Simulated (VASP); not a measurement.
# Si (Fd-3m) in VASP: further runs

Runs on Si. Level: PBE. Tasks: single point.

Everything below comes from runs of VASP 6.6.1. Logs are shortened: lines on timing, memory, paths and dates and some standing lists are left out, and cuts for length are marked.

**1. The undisturbed crystal**

Symmetry: Fd-3m, No. 227, cubic system. The conventional cell has a = 5.444 Å, b = 5.444 Å, c = 5.444 Å, α = 90.00°, β = 90.00°, γ = 90.00°. Around Si (site symmetry -43m) lie 4 Si at 2.36 Å.

**2. Single point, PBE (grid = ENCUT=400 dk=0.45 cell=2x2x2 ISMEAR=0 SIGMA=0.05 LREAL=Auto EDIFF=1e-06)**

File INCAR:

```
SYSTEM = Si
ALGO = Fast
EDIFF = 1E-6
ENCUT = 400
GGA = PE
ISIF = 2
ISMEAR = 0
LASPH = .True.
LCHARG = .False.
LREAL = Auto
LWAVE = .False.
NBANDS = 40
NELM = 120
PREC = Accurate
SIGMA = 0.05
```

File KPOINTS:

```
k-points
0
Gamma
  3 3 3
  0 0 0
```

File POSCAR:

```
Si
1.0
    0.0000000000      5.4437023730      5.4437023730
    5.4437023730      0.0000000000      5.4437023730
    5.4437023730      5.4437023730      0.0000000000
Si
16
Direct
    0.2500000000      0.2500000000      0.2500000000
    0.2500000000      0.2500000000      0.7500000000
    0.2500000000      0.7500000000      0.2500000000
    0.2500000000      0.7500000000      0.7500000000
    0.7500000000      0.2500000000      0.2500000000
    0.7500000000      0.2500000000      0.7500000000
    0.7500000000      0.7500000000      0.2500000000
    0.7500000000      0.7500000000      0.7500000000
    0.3750000000      0.3750000000      0.3750000000
    0.3750000000      0.3750000000      0.8750000000
    0.3750000000      0.8750000000      0.3750000000
    0.3750000000      0.8750000000      0.8750000000
    0.8750000000      0.3750000000      0.3750000000
    0.8750000000      0.3750000000      0.8750000000
    0.8750000000      0.8750000000      0.3750000000
    0.8750000000      0.8750000000      0.8750000000
```

Potentials or basis: VASP PAW PBE potentials, release 64 (Si).

On the command line:

```console
> cat potpaw_PBE.64/Si/POTCAR > POTCAR
> mpirun -np 1 vasp_std > vasp.out
```

OUTCAR:

```text
SYSTEM = Si
   EDIFF = 1E-6
   ENCUT = 400
   GGA = PE
   ISIF = 2
   ISMEAR = 0
   LASPH = .True.
   LREAL = Auto
   NELM = 120
   PREC = Accurate

 Found      4 irreducible k-points:

 Following reciprocal coordinates:
            Coordinates               Weight
  0.000000  0.000000  0.000000      1.000000
  0.333333  0.000000  0.000000      8.000000
  0.333333  0.333333  0.000000      6.000000
 -0.333333  0.333333  0.000000     12.000000
   k-points           NKPTS =      4   k-points in BZ     NKDIM =      4   number of bands    NBANDS=     40
   number of dos      NEDOS =    301   number of ions     NIONS =     16
   total plane-waves  NPLWV = 125000
   dimension x,y,z NGX =    50 NGY =   50 NGZ =   50
   dimension x,y,z NGXF=   100 NGYF=  100 NGZF=  100
   ions per type =              16
   NGX,Y,Z   is equivalent  to a cutoff of  10.80, 10.80, 10.80 a.u.
   NGXF,Y,Z  is equivalent  to a cutoff of  21.59, 21.59, 21.59 a.u.
 SYSTEM =  Si
   PREC   = accura    normal or accurate (medium, high low for compatibility)
   ISTART =      0    job   : 0-new  1-cont  2-samecut
   ICHARG =      2    charge: 1-file 2-atom 10-const
   ISPIN  =      1    spin polarized calculation?
   LNONCOLLINEAR =      F non collinear calculations
   LSORBIT =      F    spin-orbit coupling
   LASPH  =      T    aspherical Exc in radial PAW
   ENCUT  =  400.0 eV  29.40 Ry    5.42 a.u.  12.55 12.55 12.55*2*pi/ulx,y,z
   NELM   =    120;   NELMIN=  2; NELMDL= -5     # of ELM steps
   EDIFF  = 0.1E-05   stopping-criterion for ELM
   LREAL  =      T    real-space projection
   EDIFFG = 0.1E-04   stopping-criterion for IOM
   NSW    =      0    number of steps for IOM
   IBRION =     -1    ionic relax: 0-MD 1-quasi-New 2-CG
   NFREE  =      0    steps in history (QN), initial steepest desc. (CG)
   ISIF   =      2    stress and relaxation
   ISYM   =      2    0-nonsym 1-usesym 2-fastsym
   POTIM  = 0.5000    time-step for ionic-motion
   TEBEG  =    0.0;   TEEND  =   0.0 temperature during run
   PSTRESS=    0.0 pullay stress
   NELECT =      64.0000    total number of electrons
   NUPDOWN=      -1.0000    fix difference up-down
   EMIN   =  10.00;   EMAX   =-10.00  energy-range for DOS
   EFERMI =   0.00;   METHOD = LEGACY
   ISMEAR =     0;   SIGMA  =   0.05  broadening in eV -4-tet -1-fermi 0-gaus
   EFERMI_NEDOS =   21; number of points for ismear=-14 and -15
   IALGO  =     68    algorithm
   IMIX   =      4    mixing-type and parameters
     AMIX     =   0.40;   BMIX     =  1.00
     AMIX_MAG =   1.60;   BMIX_MAG =  1.00
  volume/ion in A,a.u.               =      20.16       136.08
  Fermi-wavevector in a.u.,A,eV,Ry     =   0.954766  1.804247 12.402783  0.911579
  Thomas-Fermi vector in A             =   2.083543
   LORBIT       =      0    0 simple, 1 ext, 2 COOP (PROOUT), +10 PAW based schemes
   GGA     = PE    functional components
   LHFCALC =     F    Hartree Fock is set to
   AEXX    =    0.0000 exact exchange contribution
   IVDW    =     0    specifies the selected vdW correction
   LEPSILON=     F    determine dielectric tensor
   LRPA    =     F    only Hartree local field effects (RPA)
 non-spin polarized calculation
 RMM-DIIS sequential band-by-band and
 Gauss-broadening in eV      SIGMA  =   0.05
  energy-cutoff  :      400.00
  volume of cell :      322.64
 maximum number of plane-waves:      5961
 NGX is ok and might be reduce to    50
   NGX = 25   NGY = 25   NGZ = 25

 number of electron      63.9999997 magnetization

 Free energy of the ion-electron system (eV)
  ---------------------------------------------------
  ext. energy  EPLUGINS =         0.00000000
  ---------------------------------------------------
  free energy    TOTEN  =       -86.59741335 eV

  energy without entropy =      -86.59741335  energy(sigma->0) =      -86.59741335

 E-fermi :   6.0272     XC(G=0):  -9.3760

 val. band max:        5.7619112675   @ k =   0.0000   0.0000   0.0000
 cond. band min:       6.4838728361   @ k =   0.0000   0.0000   0.0000
 fundamental gap:      0.7219615686
 Fermi energy:         6.0272195693

 k-point     1 :       0.0000    0.0000    0.0000
  band No.  band energies     occupation
      1      -6.1483      2.00000
      2      -3.8346      2.00000
      3      -3.8346      2.00000
      4      -3.8346      2.00000
      5      -3.8346      2.00000
      6      -2.0294      2.00000
      7      -2.0294      2.00000
      8      -2.0294      2.00000
      9      -2.0294      2.00000
     10      -2.0294      2.00000
     11      -2.0294      2.00000
     12      -1.1723      2.00000
     13      -1.1723      2.00000
     14      -1.1723      2.00000
     15      -1.1723      2.00000
     16       2.9299      2.00000
     17       2.9299      2.00000
     18       2.9299      2.00000
     19       2.9299      2.00000
     20       2.9299      2.00000
     21       2.9299      2.00000
     22       4.5705      2.00000
     23       4.5705      2.00000
     24       4.5705      2.00000
     25       4.5705      2.00000
     26       4.5705      2.00000
     27       4.5705      2.00000
     28       4.5705      2.00000
     29       4.5705      2.00000
     30       5.7619      2.00000
     31       5.7619      2.00000
     32       5.7619      2.00000
     33       6.4839      0.00000
     34       6.4839      0.00000
     35       6.4839      0.00000
     36       6.4839      0.00000
     37       6.4839      0.00000
     38       6.4839      0.00000
     39       7.2759      0.00000
     40       7.2759      0.00000

 k-point     2 :       0.3333    0.0000    0.0000
  band No.  band energies     occupation
      1      -5.7893      2.00000
      2      -4.7805      2.00000
      3      -3.6751      2.00000
      4      -3.6751      2.00000
      5      -3.6751      2.00000
      6      -3.0997      2.00000
      7      -3.0997      2.00000
      8      -3.0997      2.00000
      9      -0.8146      2.00000
     10      -0.8146      2.00000
     11      -0.8146      2.00000
     12      -0.7856      2.00000
     13      -0.7856      2.00000
     14      -0.7856      2.00000
     15       0.4507      2.00000
     16       2.1583      2.00000
     17       2.1583      2.00000
     18       2.1583      2.00000
     19       3.0010      2.00000
     20       3.0010      2.00000
     21       3.0010      2.00000
     22       3.2260      2.00000
     23       3.2260      2.00000
     24       3.2260      2.00000
     25       3.3879      2.00000
     26       3.9981      2.00000
     27       3.9981      2.00000
     28       3.9981      2.00000
     29       4.7678      2.00000
     30       4.7678      2.00000
     31       5.3148      2.00000
     32       5.3148      2.00000
     33       6.8344      0.00000
     34       6.8344      0.00000
     35       6.8344      0.00000
     36       7.5016      0.00000
     37       7.8019      0.00000
     38       7.8019      0.00000
     39       7.8019      0.00000
     40       8.0916      0.00000

 k-point     3 :       0.3333    0.3333    0.0000
  band No.  band energies     occupation
      1      -5.6671      2.00000
      2      -4.2555      2.00000
      3      -4.0566      2.00000
      4      -4.0566      2.00000
      5      -4.0566      2.00000
      6      -4.0566      2.00000
      7      -1.9117      2.00000
      8      -1.9117      2.00000
      9      -1.9117      2.00000
     10      -1.9117      2.00000
     11      -0.2203      2.00000
     12      -0.2203      2.00000
     13      -0.2203      2.00000
     14      -0.2203      2.00000
     15       0.7598      2.00000
     16       2.1462      2.00000
     17       2.1462      2.00000
     18       2.1462      2.00000
     19       2.1462      2.00000
     20       2.7338      2.00000
     21       2.7338      2.00000
     22       2.7338      2.00000
     23       2.7338      2.00000
     24       3.3619      2.00000
     25       3.3619      2.00000
     26       3.7199      2.00000
     27       4.4733      2.00000
     28       4.4733      2.00000
     29       4.4733      2.00000
     30       4.4733      2.00000
     31       4.5785      2.00000
     32       4.5785      2.00000
     33       6.4982      0.00000
     34       7.4686      0.00000
     35       7.7620      0.00000
     36       8.2044      0.00000
     37       8.2047      0.00000
     38       8.2050      0.00000
     39       8.2064      0.00000
     40       8.5101      0.00000

 k-point     4 :      -0.3333    0.3333    0.0000
  band No.  band energies     occupation
      1      -5.2047      2.00000
      2      -4.8569      2.00000
      3      -4.8569      2.00000
      4      -3.8735      2.00000
      5      -3.8735      2.00000
      6      -2.9067      2.00000
      7      -2.8970      2.00000
      8      -2.8970      2.00000
      9      -1.0582      2.00000
     10      -1.0582      2.00000
     11      -0.9876      2.00000
     12       0.1319      2.00000
     13       0.1319      2.00000
     14       1.3384      2.00000
     15       1.3384      2.00000
     16       1.3841      2.00000
     17       1.7815      2.00000
     18       1.7815      2.00000
     19       2.0529      2.00000
     20       2.2196      2.00000
     21       2.2196      2.00000
     22       3.0225      2.00000
     23       3.0225      2.00000
     24       3.3683      2.00000
     25       3.4848      2.00000
     26       3.4848      2.00000
     27       3.6651      2.00000
     28       3.7804      2.00000
     29       3.7804      2.00000
     30       4.0288      2.00000
     31       4.0288      2.00000
     32       5.2001      2.00000
     33       7.3343      0.00000
     34       7.7269      0.00000
     35       7.7269      0.00000
     36       8.6112      0.00000
     37       8.6112      0.00000
     38       8.7816      0.00000
     39       9.1214      0.00000
     40       9.1262      0.00000

------------------------ aborting loop because EDIFF is reached ----------------------------------------

  FORCE on cell =-STRESS in cart. coord.  units (eV):
  Direction    XX          YY          ZZ          XY          YZ          ZX
  --------------------------------------------------------------------------------------
  -------------------------------------------------------------------------------------
  Total        2.6563917      2.6563917      2.6563917      0.0000000      0.0000000      0.0000000
  in kB       13.1913602     13.1913602     13.1913602      0.0000000      0.0000000      0.0000000
  external PRESSURE =      13.1913602 kB  Pullay stress =       0.0000000 kB

 VOLUME and BASIS-vectors are now :
 -----------------------------------------------------------------------------
  energy-cutoff  :      400.00
  volume of cell :      322.64
      direct lattice vectors                 reciprocal lattice vectors
     0.000000000  5.443702373  5.443702373    -0.091849254  0.091849254  0.091849254
     5.443702373  0.000000000  5.443702373     0.091849254 -0.091849254  0.091849254
     5.443702373  5.443702373  0.000000000     0.091849254  0.091849254 -0.091849254

 POSITION                                       TOTAL-FORCE (eV/Angst)
 -----------------------------------------------------------------------------------
      2.72185      2.72185      2.72185        -0.000000      0.000000     -0.000000
      5.44370      5.44370      2.72185         0.000000      0.000000     -0.000000
      5.44370      2.72185      5.44370        -0.000000     -0.000000     -0.000000
      8.16555      5.44370      5.44370         0.000000      0.000000     -0.000000
      2.72185      5.44370      5.44370        -0.000000      0.000000     -0.000000
      5.44370      8.16555      5.44370         0.000000      0.000000     -0.000000
      5.44370      5.44370      8.16555        -0.000000      0.000000     -0.000000
      8.16555      8.16555      8.16555         0.000000      0.000000      0.000000
      4.08278      4.08278      4.08278        -0.000000     -0.000000     -0.000000
      6.80463      6.80463      4.08278         0.000000     -0.000000      0.000000
      6.80463      4.08278      6.80463        -0.000000     -0.000000     -0.000000
      9.52648      6.80463      6.80463         0.000000      0.000000      0.000000
      4.08278      6.80463      6.80463        -0.000000     -0.000000      0.000000
      6.80463      9.52648      6.80463        -0.000000     -0.000000      0.000000
      6.80463      6.80463      9.52648        -0.000000     -0.000000      0.000000
      9.52648      9.52648      9.52648         0.000000     -0.000000      0.000000
 -----------------------------------------------------------------------------------
    total drift:                               -0.000001     -0.000001     -0.000001

  FREE ENERGIE OF THE ION-ELECTRON SYSTEM (eV)
  ---------------------------------------------------
  free  energy   TOTEN  =       -86.5974133531 eV

  energy  without entropy=      -86.5974133531  energy(sigma->0) =      -86.59741335
```

Run time: 51 s. Hardware: 1 thread of Intel Xeon Platinum 8488C (Sapphire Rapids), shared host; peak memory 0.33 GiB.

The run converged, but some of its settings lie outside the range that counts as converged, so its numbers aren't taken as properties of the crystal.

What came out:

| Quantity | Value |
| --- | --- |
| Free energy | -86.5974 eV |
| Pressure | 1.3 GPa |
| Band gap on the k mesh | 0.72 eV |

Caveat: an odd mesh through Γ misses points on the zone boundary, where band edges often lie.

**3. Single point, PBE (grid = ENCUT=350 dk=0.35 cell=2x2x2 ISMEAR=0 SIGMA=0.05 LREAL=Auto EDIFF=1e-06)**

INCAR: that of step 2 with these lines changed.

```diff
@@ -3,3 +3,3 @@
 EDIFF = 1E-6
-ENCUT = 400
+ENCUT = 350
 GGA = PE
```

KPOINTS is that of step 2.

POSCAR is that of step 2.

Potentials or basis: VASP PAW PBE potentials, release 64 (Si).

On the command line:

```console
> cat potpaw_PBE.64/Si/POTCAR > POTCAR
> mpirun -np 1 vasp_std > vasp.out
```

Wall time 44 s (1 thread of Intel Xeon Platinum 8488C (Sapphire Rapids), shared host); peak memory 0.3 GiB.

These settings aren't checked as converged: the numbers below hold their error.

Results:

| Property | Result |
| --- | --- |
| Free energy | -86.5808 eV |
| Pressure | 1.3 GPa |
| Band gap on the k mesh | 0.72 eV |

Caveat: an odd mesh through Γ misses points on the zone boundary, where band edges often lie.
